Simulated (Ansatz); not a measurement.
## SrO: moving Sr off its site

SrO, Fm-3m, a = 5.140 Å (as given, not relaxed at this level: 1.1 GPa). Ansatz: r2SCAN, PAW, 500 eV, Γ-centred 8×8×8 mesh on 2 atoms, Gaussian smearing 0.05 eV; no spin polarisation.

```yaml
crystal:
  lattice:
    - [0.00000, 2.56980, 2.56980]
    - [2.56980, 0.00000, 2.56980]
    - [2.56980, 2.56980, 0.00000]
  atoms:
    - { symbol: Sr, position: [0.00000, 0.00000, 0.00000] }
    - { symbol: O, position: [0.50000, 0.50000, 0.50000] }
```

Atom 1 (Sr) moves by x along the unit vector (0.000, 0.000, -1.000), with its periodic images; all else is held. y is the free energy of the cell over the start, F the force along the path summed over the moved atoms. Symmetry makes y even in x.

```tsv
x (Å)	y (meV)	F (eV/Å)
-0.5000	573.1	3.38
-0.2500	92.9	0.88
0.0000	0.0	0.00
0.0625	4.8	-0.16
0.1250	?	?
0.1875	48.1	-0.57
0.3125	160.0	-1.29
0.3750	256.2	-1.82
0.4375	390.4	-2.50
```

Question: Fit y = c2 x² + c4 x⁴ to the energies of the other rows, give the force constant, and predict energy and force of the missing row.

Answer: Least squares on the rows shown. y = 1217.5 x² + 4298.6 x⁴. The force constant is 2 c2 = 2.44 eV/Å² (for all images moving together, not for a lone atom). With two atoms in a cubic cell this is the optical mode at Γ without the LO field: ω = 521.5 √(2 c2/μ) = 221 cm⁻¹ for μ = 13.53 u. The force −dy/dx at the missing row is -0.34 eV/Å (computed -0.34). At x = 0.1250 the fit asked for gives 20.1 meV. The run gave 20.1 meV, the same to the digits shown.